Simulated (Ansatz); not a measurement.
# NiO: starts and ends of a spin-polarised SCF, part 2 of 3

Aim: see which self-consistent states NiO reaches from different starts at one fixed geometry, and which of them is lowest. System: NiO, its deposited structure (space group Fm-3m, primitive cell doubled); the cell holds 4 atoms. Source: COD entry 1010095.

Ansatz 0.2.0; DFT PBE+U, PAW, plane waves, scalar-relativistic; U − J = 5.8 eV on Ni d. The steps go on from the part before.

### 3 Opposed moments +-, plain SCF

The input, input.yaml:

```yaml
crystal:
  lattice:
    - [4.18, 2.09, 2.09]
    - [2.09, 4.18, 2.09]
    - [2.09, 2.09, 4.18]
  atoms:
    - { symbol: Ni, position: [0.25, 0.25, 0.25], spin: 2.0 }
    - { symbol: Ni, position: [0.75, 0.75, 0.75], spin: -2.0 }
    - { symbol: O, position: [0.0, 0.0, 0.0] }
    - { symbol: O, position: [0.5, 0.5, 0.5] }
magnetization:
  spin_polarized: true
hamiltonian:
  xc: pbe
  pseudopotentials: { kind: paw }
  hubbard: { sites: [{ species: Ni, l: d, u_eff: 5.8 }] }
basis:
  ecutwfc: 420
kpoints:
  mp_grid: { grid: [8, 8, 8] }
scf:
  occupations: { method: gaussian, width: 0.05 }
  lower_state_search: "off"
output:
  forces: true
  stress: true
  write_density: true
  write_potential: true
  elf: true
  volumetric_format: npy
```

The run is started by

```console
$ ansatz run input.yaml --threads 2 --pin off --max-ram 5120MiB --backend cpu --events-out ev --progress --plain --runs-dir out
```

The log of the run:

```text
[... 15 lines as in an earlier run ...]
Symmetry: 12 space group operations
Space group: R-3m (ITA 166), of the structure as read, at distance tolerance 3.3e-5 Å
Magnetic group: BNS 166.102 (UNI 1332), of the structure as read, at distance tolerance 3.3e-5 Å
[... 7 lines as in an earlier run ...]
Starting moments: Σ|m| = 4 μB on 2 of 4 sites
Starting magnetic order: antiferromagnet; a translation exchanges its spin sublattices: spin-degenerate at every k-point
[... 2 lines as in an earlier run ...]
spin-down is spin-up translated by (0.5, 0.5, 0.5): one eigenproblem is solved per k-point and the antiferromagnetic symmetry of the starting moments is kept exactly by this SCF (crystal.symmetry.spin_inversion_symmetry: false solves both channels; [...]
SCF iter   1: F=—  HF=-12811.889052 eV  |F-HF|=—  |Δ(HF+E_count)|=         —  Δρ=2.83e-1 (↑2.83e-1 ↓2.83e-1)  dr2=6.05e1  dr2_m=8.92e0  M=0.000 μB ∫|m|=1.042 μB  β_m=0.30  ethr=3.10e-3  ⟨swp⟩=5.4  Hψ=7540  notcnv=0  defer=21
preconditioner: auto → Kerker (q_TF=auto, 2.855 Å⁻¹)  [metal: Δε(μ)=0.008 eV  Ē_g=14.828 eV  σ=0.050 eV  W_gap=0.09  n_scr=16 (ndim 8)  ℏωp=34.8 eV  f_vac=0.000  D(μ)=3.66/eV (n_scr^D=48)]
[... 1 line as in an earlier run ...]
SCF iter   2: F=—  HF=-12805.918584 eV  |F-HF|=—  |Δ(HF+E_count)|=    5.97e0  Δρ=7.71e-2 (↑7.71e-2 ↓7.71e-2)  dr2=1.12e0  dr2_m=1.03e0  M=0.000 μB ∫|m|=3.068 μB  β_m=0.30  ethr=3.10e-3  ⟨swp⟩=4.0  Hψ=5148  notcnv=0  defer=189
Mixer restart at iter 2: flushing history
preconditioner: auto → none  [insulator: Δε(μ)=0.639 eV  Ē_g=13.912 eV  σ=0.050 eV  W_gap=1.00  n_scr=16 (ndim 8)  ℏωp=34.8 eV  f_vac=0.000  D(μ)=0.00/eV (n_scr^D=0)  ε∞_Penn≈7.2]
[... 1 line as in an earlier run ...]
SCF iter   3: F=—  HF=-12807.182681 eV  |F-HF|=—  |Δ(HF+E_count)|=    1.26e0  Δρ=5.01e-2 (↑5.01e-2 ↓5.01e-2)  dr2=4.11e-1  dr2_m=5.33e-1  M=0.000 μB ∫|m|=3.047 μB  β_m=0.50  ethr=2.33e-3  ⟨swp⟩=3.0  Hψ=3870  notcnv=0  defer=221
SCF iter   4: F=—  HF=-12809.980919 eV  |F-HF|=—  |Δ(HF+E_count)|=    2.80e0  Δρ=7.24e-2 (↑7.24e-2 ↓7.24e-2)  dr2=4.50e0  dr2_m=3.00e-1  M=0.000 μB ∫|m|=3.614 μB  β_m=0.38  ethr=8.56e-4  ⟨swp⟩=3.1  Hψ=4021  notcnv=0  defer=215
SCF iter   5: F=—  HF=-12809.541684 eV  |F-HF|=—  |Δ(HF+E_count)|=   4.39e-1  Δρ=2.68e-2 (↑2.68e-2 ↓2.68e-2)  dr2=3.06e-1  dr2_m=1.54e-1  M=0.000 μB ∫|m|=3.522 μB  β_m=0.69  ethr=8.56e-4  ⟨swp⟩=3.0  Hψ=4515  notcnv=0  defer=221
SCF iter   6: F=—  HF=-12809.724973 eV  |F-HF|=—  |Δ(HF+E_count)|=   1.83e-1  Δρ=1.47e-2 (↑1.47e-2 ↓1.47e-2)  dr2=1.62e-1  dr2_m=9.02e-3  M=0.000 μB ∫|m|=3.548 μB  β_m=0.57  ethr=6.38e-4  ⟨swp⟩=3.0  Hψ=3890  notcnv=0  defer=224
SCF iter   7: F=—  HF=-12809.686086 eV  |F-HF|=—  |Δ(HF+E_count)|=   3.89e-2  Δρ=6.96e-3 (↑6.96e-3 ↓6.96e-3)  dr2=4.32e-2  dr2_m=5.24e-3  M=0.000 μB ∫|m|=3.564 μB  β_m=0.56  ethr=3.38e-4  ⟨swp⟩=2.4  Hψ=3364  notcnv=0  defer=224
SCF iter   8: F=—  HF=-12809.677807 eV  |F-HF|=—  |Δ(HF+E_count)|=   8.28e-3  Δρ=9.17e-4 (↑9.17e-4 ↓9.17e-4)  dr2=6.17e-4  dr2_m=8.71e-5  M=0.000 μB ∫|m|=3.579 μB  β_m=0.78  ethr=9.01e-5  ⟨swp⟩=2.0  Hψ=2786  notcnv=0  defer=224
SCF iter   9: F=—  HF=-12809.677882 eV  |F-HF|=—  |Δ(HF+E_count)|=   7.55e-5  Δρ=3.79e-4 (↑3.79e-4 ↓3.79e-4)  dr2=6.63e-5  dr2_m=2.30e-5  M=0.000 μB ∫|m|=3.580 μB  β_m=0.89  ethr=1.28e-6  ⟨swp⟩=2.0  Hψ=2994  notcnv=0  defer=224
SCF iter  10: F=—  HF=-12809.677937 eV  |F-HF|=—  |Δ(HF+E_count)|=   5.48e-5  Δρ=1.38e-4 (↑1.38e-4 ↓1.38e-4)  dr2=7.43e-6  dr2_m=3.24e-6  M=0.000 μB ∫|m|=3.580 μB  β_m=0.95  ethr=1.38e-7  ⟨swp⟩=2.0  Hψ=3047  notcnv=0  defer=224
SCF iter  11: F=—  HF=-12809.677947 eV  |F-HF|=—  |Δ(HF+E_count)|=   9.41e-6  Δρ=5.73e-5 (↑5.73e-5 ↓5.73e-5)  dr2=2.29e-6  dr2_m=4.27e-7  M=0.000 μB ∫|m|=3.580 μB  β_m=0.91  ethr=1.55e-8  ⟨swp⟩=2.1  Hψ=3261  notcnv=0  defer=224
SCF iter  12: F=-12809.677947 eV  HF=-12809.677947 eV  |F-HF|=2.96e-8  |Δ(HF+E_count)|=   4.33e-7  Δρ=8.34e-6 (↑8.34e-6 ↓8.34e-6)  dr2=5.50e-8  dr2_m=6.44e-9  M=0.000 μB ∫|m|=3.580 μB  ethr=2.08e-10  ⟨swp⟩=12.4  Hψ=15411  notcnv=0
SCF 1 converged in 12 iterations: F = -12809.677947 eV  dr2 = 5.50e-8
SCF converged after 12 iterations
Magnetization: 0.0000 μB (24.0000 up, 24.0000 down)
Absolute magnetization: 3.5774 μB (∫|ρ↑−ρ↓|, with the PAW one-centre terms)
Spin contamination: 1.9140 ħ² per cell (⟨S²⟩ above its minimum at these occupations)
Per-site moments (μB) at R_I (Å): [(1.6566925600551266, 0.8621249999999999), (-1.6566925600551266, 0.8621249999999999), (1.8712520509724872e-16, 0.8621249999999999), (-1.3741870118935862e-16, 0.8621249999999999)]
Free energy (F): -12809.677947 eV
Harris-Foulkes:  -12809.677947 eV  (|F-HF|=2.96e-8)
Internal energy: -12809.677947 eV  (E = F + TS)
E sigma→0 (E₀):  -12809.677947 eV
Fermi energy:    14.563872 eV
--- Per-component energies (eV) ---
  E_band       = -710.948561
  E_kinetic    = 901.163968
  E_local      = -7987.322122  (includes V_loc(G=0)·N_el)
  E_nonlocal   = 1381.161730
  E_hartree    = 3282.495284
  E_xc         = -312.414798
  E_vxc        = -400.747489  (∫ρ·V_xc dr)
  E_hubbard    = 1.672191  (on-site DFT+U / exact-exchange correction)
  E_vhub       = -44.728883  (the Hubbard potential's part of the band-sum identity)
  E_paw        = -3579.607019  (= ΣΔE_a)
  E_vpaw       = -1125.450067  (= ΣTr[D̂ρ^β])
  E_aug_tail   = 0.005727  (compensation charges beyond the density's cutoff)
  E_ewald      = -6496.832908
  E_smearing   = -0.000000  (= −TS)
  E_closure    = -0.000000  (closes the sum)
  Σ components = -12809.677947   (vs F -12809.677947, Δ=0.00e0)
--- Forces (eV/Å), atoms counted from 1 ---
  atom   1  Ni     0.00000000    -0.00000000     0.00000000
  atom   2  Ni     0.00000000    -0.00000000    -0.00000000
  atom   3  O     -0.00000000    -0.00000000    -0.00000000
  atom   4  O      0.00000000     0.00000000     0.00000000
  max |Σ_I F_I| component: 5.05e-29 eV/Å
--- Stress (GPa, compression-positive) ---
        9.706631      -0.101522      -0.101522
       -0.101522       9.706631      -0.101522
       -0.101522      -0.101522       9.706631
  P = ⅓ Tr σ = 9.7066 GPa (97.066 kbar)
--- Band table (eV; the first three rows and the last of 130) ---
  k-point 0 ↑: bands = ["-90.6719", "-88.5011", "-51.0494", "-51.0357", "-51.0357", "-48.9318", "-48.9175", "-48.9175", "-5.4535", "-3.9927", "5.7284", "6.8890", "6.8890", "8.6050", "8.6050", "8.8100", "9.6361", "9.6361", "10.9752", "12.0098", "12.0098", "12.0139", "12.1677", "12.1677", "16.1129", "17.1438", "17.1438", "20.0539", "24.7199", "28.4412", "28.4412", "32.1106"]
  k-point 1 ↑: bands = ["-90.6715", "-88.5007", "-51.0490", "-51.0389", "-51.0365", "-48.9314", "-48.9212", "-48.9184", "-5.2865", "-3.9808", "5.9895", "6.9014", "6.9375", "8.4350", "8.5866", "8.8289", "9.3748", "9.7071", "10.9201", "11.0010", "11.6920", "11.8122", "12.3853", "12.4819", "16.7222", "17.1062", "17.3066", "21.0056", "24.4718", "27.2805", "28.8427", "29.8527"]
  k-point 2 ↑: bands = ["-90.6708", "-88.4999", "-51.0480", "-51.0467", "-51.0385", "-48.9304", "-48.9300", "-48.9207", "-4.8564", "-3.9419", "6.4541", "7.0155", "7.1333", "7.7892", "8.6392", "8.6392", "8.8763", "9.8491", "10.3371", "10.8129", "11.2838", "11.4648", "12.2454", "12.5234", "16.6427", "17.0385", "19.2299", "22.7743", "23.8749", "25.6620", "27.5155", "29.5835"]
  k-point 64 ↓: bands = ["-90.6716", "-88.5008", "-51.0494", "-51.0357", "-51.0357", "-48.9321", "-48.9176", "-48.9176", "-4.7985", "-4.7864", "6.9860", "6.9860", "7.2784", "7.7468", "8.6798", "8.6798", "9.3631", "9.3631", "10.4885", "10.9695", "11.4038", "11.4038", "13.0143", "13.0143", "16.9288", "16.9288", "18.8461", "18.9761", "26.5877", "26.6797", "30.6726", "30.6726"]
Occupation matrices written to <dir>
```

Wall time 5.5 s (2 threads of Arm Neoverse V1, shared host); peak memory 0.44 GiB.

End: antiferromagnetic (magnetic neighbours of Ni1 with a moment over 0.3 of its own that point the other way: 6 of 12 at 2.96 Å, 6 of 6 at 4.18 Å), site moments Ni1 1.66, Ni2 -1.66 μB, total 0.00 μB per cell, a gap of 3.10 eV on the k-mesh. It lies 53.3 meV/atom below the lowest state so far (step 2).

Density in a lattice plane of the grid's cell (edges 2.96 and 2.96 Å, at 0.000 of the third edge), which holds O. It is the smooth density of the valence electrons, not physical close to the nuclei.

Ten even steps from ' ' (0.15 e/Å³) to '@' (7.64 e/Å³):
```
@@@@%%**==::..                        ..::==**%%
######**==--....                        ..::==++
==++++++==--....                          ..::--
::------::::....                            ....
......::......                                  
      ....                                      
                                                
                                                
                                                
                                                
                                                
                                                
                                                
                                        ....    
..                                  ......::....
::....                            ....::::------
==--::..                          ....--==++++++
##++==::..                        ....--==**####
@@%%**==::..                        ..::==**%%@@
@@@@%%**==::..                      ..::==**%%@@
```
Columns run along the first of these edges and rows up along the second, over one cell in 24 and 20 even steps from the bottom left corner. Atoms in the plane (fractional): O at (0.00, 0.00).

Spin density (up less down) in a lattice plane of the grid's cell (edges 2.96 and 2.96 Å, at 0.000 of the third edge), which holds O.

Ten even steps from '0' (-0.02 e/Å³) to '9' (0.02 e/Å³):
```
555888776555555566677887
433689987655555557889998
410368998766556657899997
520025788766656776799886
521013567666556687778876
531111345665555677766766
432211234555555557776555
544332334455555555676555
444433344445555555566555
544444444444555555555555
544433444444445555666555
444432344444444556676655
544432224444444456788776
433233222344443345688886
432112221334433323568987
431100232234333211247997
520000124334433210013698
510001124444444321001366
421122333444444432211144
544554445445545545554455
```
Columns run along the first of these edges and rows up along the second, over one cell in 24 and 20 even steps from the bottom left corner. Atoms in the plane (fractional): O at (0.00, 0.00).

### 4 No spin polarisation

input.yaml: that of step 3 with these lines changed.

```diff
@@ -6,8 +6,6 @@
   atoms:
-    - { symbol: Ni, position: [0.25, 0.25, 0.25], spin: 2.0 }
-    - { symbol: Ni, position: [0.75, 0.75, 0.75], spin: -2.0 }
+    - { symbol: Ni, position: [0.25, 0.25, 0.25] }
+    - { symbol: Ni, position: [0.75, 0.75, 0.75] }
     - { symbol: O, position: [0.0, 0.0, 0.0] }
     - { symbol: O, position: [0.5, 0.5, 0.5] }
-magnetization:
-  spin_polarized: true
 hamiltonian:
```

The run is started by

```console
$ ansatz run input.yaml --threads 2 --pin off --max-ram 5120MiB --backend cpu --events-out ev --progress --plain --runs-dir out
```

The log of the run, shortened:

```text
[... 14 lines as in an earlier run ...]
Bands: 29, of which v1, the nominal top of the filled ones, is band 24 counted from 1 (23 counted from 0)
[... 8 lines as in an earlier run ...]
[...]
[... 2 lines as in an earlier run ...]
SCF iter   1: F=—  HF=-12815.407554 eV  |F-HF|=—  |Δ(HF+E_count)|=         —  Δρ=5.15e-1  dr2=7.56e1  ethr=3.10e-3  ⟨swp⟩=5.1  Hψ=6428  notcnv=0
[...]
  atom   2  Ni    -0.00000000    -0.00000000     0.00000000
  atom   3  O     -0.00000000     0.00000000     0.00000000
  atom   4  O      0.00000000     0.00000000     0.00000000
[...]
--- Stress (GPa, compression-positive) ---
       -1.940423      -0.002609      -0.002609
       -0.002609      -1.940423      -0.002609
       -0.002609      -0.002609      -1.940423
  P = ⅓ Tr σ = -1.9404 GPa (-19.404 kbar)
--- Band table (eV; the first three rows and the last of 65) ---
[...]
Occupation matrices written to <dir>
```

It took 4.4 s on 2 threads of Arm Neoverse V1, shared host; peak memory 0.38 GiB.

Result: non-magnetic (no spin polarisation), no gap on the k-mesh. Against step 3, the lowest until now, it is 1015 meV/atom higher.

Density in a lattice plane of the grid's cell (edges 2.96 and 2.96 Å, at 0.000 of the third edge), which holds O.

Ten even steps from ' ' (0.15 e/Å³) to '@' (7.62 e/Å³):
```
@@@@%%**==::..                        ..::==**%%
######**==--....                        ..::==++
==++++++==::....                          ..::--
::------::::....                            ....
..............                                  
      ..                                        
                                                
                                                
                                                
                                                
                                                
                                                
                                                
                                          ..    
..                                  ............
::....                            ....::::------
==--::..                          ....::==++++++
##++==::..                        ....--==**####
@@%%**==::..                        ..::==**%%@@
@@@@%%**==::..                      ..::==**%%@@
```
Columns run along the first of these edges and rows up along the second, over one cell in 24 and 20 even steps from the bottom left corner. Atoms in the plane (fractional): O at (0.00, 0.00).

ELF in the same plane.

Values, 12 rows by 12 columns:
```
0.52 0.56 0.75 0.79 0.56 0.21 0.09 0.09 0.20 0.54 0.77 0.73
0.77 0.75 0.79 0.79 0.61 0.27 0.11 0.08 0.10 0.28 0.59 0.77
0.73 0.79 0.79 0.74 0.56 0.26 0.11 0.09 0.09 0.12 0.28 0.54
0.40 0.56 0.61 0.56 0.39 0.20 0.10 0.09 0.09 0.09 0.10 0.20
0.13 0.21 0.27 0.26 0.20 0.13 0.09 0.08 0.09 0.09 0.08 0.09
0.08 0.09 0.11 0.11 0.10 0.09 0.08 0.09 0.10 0.11 0.11 0.09
0.13 0.09 0.08 0.09 0.09 0.08 0.09 0.13 0.20 0.26 0.27 0.21
0.40 0.20 0.10 0.09 0.09 0.09 0.10 0.20 0.39 0.56 0.61 0.56
0.73 0.54 0.28 0.12 0.09 0.09 0.11 0.26 0.56 0.74 0.79 0.79
0.77 0.77 0.59 0.28 0.10 0.08 0.11 0.27 0.61 0.79 0.79 0.75
0.52 0.73 0.77 0.54 0.20 0.09 0.09 0.21 0.56 0.79 0.75 0.56
0.26 0.52 0.77 0.73 0.40 0.13 0.08 0.13 0.40 0.73 0.77 0.52
```
Columns run along the first of these edges and rows up along the second, over one cell in 12 and 12 even steps from the bottom left corner. Atoms in the plane (fractional): O at (0.00, 0.00).

Both are smooth fields of the valence electrons: close to the nuclei they are not physical.

The highest ELF values outside the cores: 0.82 in the shell around O, 0.6 Å from O.

### 5 Spin on, no moments given (the program may seed its own), plain SCF

input.yaml: that of step 4 with these lines changed.

```diff
@@ -24,5 +24,3 @@
   stress: true
-  write_density: true
-  write_potential: true
-  elf: true
-  volumetric_format: npy
+magnetization:
+  spin_polarized: true
```

The run is started by

```console
$ ansatz run input.yaml --threads 2 --pin off --max-ram 5120MiB --backend cpu --events-out ev --progress --plain --runs-dir out
```

The log of the run, shortened:

```text
basis.fft_grid_basis auto: the FFT boxes are laid along the combinations [[1, 0, -1], [0, 1, -1], [0, 0, 1]] of the cell's own vectors, 2.956, 2.956 and 5.119 Å long. The dense box has 20×20×36 points. Along the cell's own vectors, as sized, it would have 36×36×36, 3.24 times as many. [...]
[... 2 lines as in an earlier run ...]
band count auto-derived: 30 (N_el = 48.0; filled up to band 24; 29 by the electrons, moments and atoms)
[...]
Spin contamination: 0.0030 ħ² per cell (⟨S²⟩ above its minimum at these occupations)
Per-site moments (μB) at R_I (Å): [(1.7140777071117723, 0.8621249999999999), (1.7140777071117723, 0.8621249999999999), (0.21197066376947077, 0.8621249999999999), (0.21197066376947077, 0.8621249999999999)]
Free energy (F): -12809.464699 eV
[...]
E sigma→0 (E₀):  -12809.464699 eV
Fermi energy:    14.753034 eV
[... 28 lines left out: energy terms, forces, stress ...]
Occupation matrices written to <dir>
```

Wall time 7.8 s (2 threads of Arm Neoverse V1, shared host); peak memory 0.43 GiB.

Nothing new: the 13 iterations lead to the state found in step 2 (ferromagnetic).

### 6 Parallel moments scaled by 0.2, plain SCF

input.yaml: that of step 5 with these lines changed.

```diff
@@ -6,6 +6,8 @@
   atoms:
-    - { symbol: Ni, position: [0.25, 0.25, 0.25] }
-    - { symbol: Ni, position: [0.75, 0.75, 0.75] }
+    - { symbol: Ni, position: [0.25, 0.25, 0.25], spin: 0.4 }
+    - { symbol: Ni, position: [0.75, 0.75, 0.75], spin: 0.4 }
     - { symbol: O, position: [0.0, 0.0, 0.0] }
     - { symbol: O, position: [0.5, 0.5, 0.5] }
+magnetization:
+  spin_polarized: true
 hamiltonian:
@@ -24,3 +26 @@
   stress: true
-magnetization:
-  spin_polarized: true
```

The run is started by

```console
$ ansatz run input.yaml --threads 2 --pin off --max-ram 5120MiB --backend cpu --events-out ev --progress --plain --runs-dir out
```

The log of the run, shortened:

```text
[... 25 lines as in an earlier run ...]
Starting moments: Σ|m| = 0.8 μB on 2 of 4 sites
[... 2 lines as in an earlier run ...]
SCF iter   1: F=—  HF=-12815.260909 eV  |F-HF|=—  |Δ(HF+E_count)|=         —  Δρ=2.90e-1 (↑2.25e-1 ↓2.90e-1)  dr2=7.53e1  dr2_m=4.24e-1  M=0.183 μB ∫|m|=0.184 μB  β_m=0.30  ethr=3.10e-3  ⟨swp⟩=5.5  Hψ=13351  notcnv=0
[...]
[... 1 line as in an earlier run ...]
[...]
Spin contamination: 0.0030 ħ² per cell (⟨S²⟩ above its minimum at these occupations)
Per-site moments (μB) at R_I (Å): [(1.7140772819758985, 0.8621249999999999), (1.7140772819758985, 0.8621249999999999), (0.21197062550489792, 0.8621249999999999), (0.21197062550489792, 0.8621249999999999)]
Free energy (F): -12809.464699 eV
[...]
E sigma→0 (E₀):  -12809.464699 eV
Fermi energy:    14.753090 eV
[... 28 lines left out: energy terms, forces, stress ...]
Occupation matrices written to <dir>
```

It took 9 s on 2 threads of Arm Neoverse V1, shared host; peak memory 0.42 GiB.

The run ends in the same state as step 2 (ferromagnetic); it took 17 iterations.

### 7 Moments +- scaled by 0.65, plain SCF

input.yaml: that of step 6 with these lines changed.

```diff
@@ -6,4 +6,4 @@
   atoms:
-    - { symbol: Ni, position: [0.25, 0.25, 0.25], spin: 0.4 }
-    - { symbol: Ni, position: [0.75, 0.75, 0.75], spin: 0.4 }
+    - { symbol: Ni, position: [0.25, 0.25, 0.25], spin: 1.3 }
+    - { symbol: Ni, position: [0.75, 0.75, 0.75], spin: -1.3 }
     - { symbol: O, position: [0.0, 0.0, 0.0] }
@@ -26 +26,5 @@
   stress: true
+  write_density: true
+  write_potential: true
+  elf: true
+  volumetric_format: npy
```

The run is started by

```console
$ ansatz run input.yaml --threads 2 --pin off --max-ram 5120MiB --backend cpu --events-out ev --progress --plain --runs-dir out
```

The log of the run, shortened:

```text
[... 14 lines as in an earlier run ...]
Bands: 31, of which v1, the nominal top of the filled ones, is band 24 counted from 1 (23 counted from 0)
[... 10 lines as in an earlier run ...]
Starting moments: Σ|m| = 2.6 μB on 2 of 4 sites
Starting magnetic order: antiferromagnet; a translation exchanges its spin sublattices: spin-degenerate at every k-point
[... 3 lines as in an earlier run ...]
[...]
Spin contamination: 1.9140 ħ² per cell (⟨S²⟩ above its minimum at these occupations)
Per-site moments (μB) at R_I (Å): [(1.6566991960534458, 0.8621249999999999), (-1.6566991960534458, 0.8621249999999999), (1.876827923891296e-16, 0.8621249999999999), (-1.3797913148844712e-16, 0.8621249999999999)]
Free energy (F): -12809.677947 eV
[...]
E sigma→0 (E₀):  -12809.677947 eV
Fermi energy:    14.563877 eV
[... 33 lines left out: energy terms, forces, stress, bands ...]
Occupation matrices written to <dir>
```

It took 6.5 s on 2 threads of Arm Neoverse V1, shared host; peak memory 0.43 GiB.

The run ends in the same state as step 3 (antiferromagnetic); it took 15 iterations.

### 8 A moment on one site alone, plain SCF

input.yaml: that of step 7 with these lines changed.

```diff
@@ -6,4 +6,4 @@
   atoms:
-    - { symbol: Ni, position: [0.25, 0.25, 0.25], spin: 1.3 }
-    - { symbol: Ni, position: [0.75, 0.75, 0.75], spin: -1.3 }
+    - { symbol: Ni, position: [0.25, 0.25, 0.25] }
+    - { symbol: Ni, position: [0.75, 0.75, 0.75], spin: 2.0 }
     - { symbol: O, position: [0.0, 0.0, 0.0] }
@@ -26,5 +26 @@
   stress: true
-  write_density: true
-  write_potential: true
-  elf: true
-  volumetric_format: npy
```

The run is started by

```console
$ ansatz run input.yaml --threads 2 --pin off --max-ram 5120MiB --backend cpu --events-out ev --progress --plain --runs-dir out
```

The log of the run, shortened:

```text
[... 17 lines as in an earlier run ...]
Magnetic group: BNS 166.97 (UNI 1327), of the structure as read, at distance tolerance 3.3e-5 Å
[... 7 lines as in an earlier run ...]
Starting moments: Σ|m| = 2 μB on 1 of 4 sites
[... 2 lines as in an earlier run ...]
[...]
Spin contamination: 1.9140 ħ² per cell (⟨S²⟩ above its minimum at these occupations)
Per-site moments (μB) at R_I (Å): [(-1.6566968652376686, 0.8621249999999999), (1.6567046280904394, 0.8621249999999999), (-4.732734858144764e-6, 0.8621249999999999), (-4.73273485783676e-6, 0.8621249999999999)]
Free energy (F): -12809.677947 eV
[...]
E sigma→0 (E₀):  -12809.677947 eV
Fermi energy:    14.563838 eV
[... 28 lines left out: energy terms, forces, stress ...]
Occupation matrices written to <dir>
```

Wall time 9.1 s (2 threads of Arm Neoverse V1, shared host); peak memory 0.43 GiB.

The run ends in the same state as step 3 (antiferromagnetic); it took 17 iterations.

[end of part 2 of 3]
